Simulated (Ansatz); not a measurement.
Crystal: Ni.

```
CELL_PARAMETERS angstrom
-1.38372 1.38372 1.38372
1.38372 -1.38372 1.38372
1.38372 1.38372 -1.38372
ATOMIC_POSITIONS crystal
Ni 0.00000 0.00000 0.00000
```

This isn't the form of Ni at room conditions, which is fcc.

Program: Ansatz 0.2.0. Alike in all runs: task band structure; potentials or basis Ansatz PAW; spin collinear, ferromagnetic start; cell as given; k mesh 13 × 13 × 13; cutoff (eV) 420; smearing fermi-dirac 0.05 eV.

Question: Order these runs on this cell by their pressure, lowest first.
A. level RPBE
B. level PBEsol
C. level revPBE

Answer: B (-2.4 GPa), C (12.0 GPa), A (13.6 GPa).

Caveats: the PAW data sets come from PBE, with cores solved anew for the run's functional, which leaves a small shift of forces and pressure.
